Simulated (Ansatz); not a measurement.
The system is MoP.

```xyz
2
Lattice="3.2230 0.0000 0.0000 -1.6115 2.7912 0.0000 0.0000 0.0000 3.1910" Properties=species:S:1:pos:R:3 pbc="T T T"
Mo    0.0000    0.0000    0.0000
P     0.0000    1.8608    1.5955
```

Program: Ansatz 0.2.0. Alike in all runs: no spin polarisation; cell as given; k mesh 10 × 10 × 8; smearing fermi-dirac 0.05 eV.

Question: Order these runs on this cell by their pressure, lowest first.
A. level r2SCAN; potentials or basis Ansatz PAW; cutoff (eV) 500
B. level PBEsol; potentials or basis Ansatz PAW; cutoff (eV) 420; points for each segment of the path 14
C. level PBE; potentials or basis PseudoDojo stringent (PBE files); cutoff (eV) 1088; points for each segment of the path 14
D. level LDA+U; potentials or basis Ansatz PAW; U Mo d U = 5.3 eV; cutoff (eV) 420; points for each segment of the path 14; hubbard projectors ortho-atomic (the default); double counting fll (the default)
E. level BLYP; potentials or basis Ansatz PAW; cutoff (eV) 420; points for each segment of the path 14

Answer: D (-8.9 GPa), B (-3.8 GPa), A (0.7 GPa), C (2.8 GPa), E (13.4 GPa).

Caveats: the PAW data sets come from PBE, with cores solved anew for the run's functional, which leaves a small shift of forces and pressure (some runs); U without spin polarisation on a metal has little footing (some runs); the U is typed as a test and isn't derived for this compound (some runs).
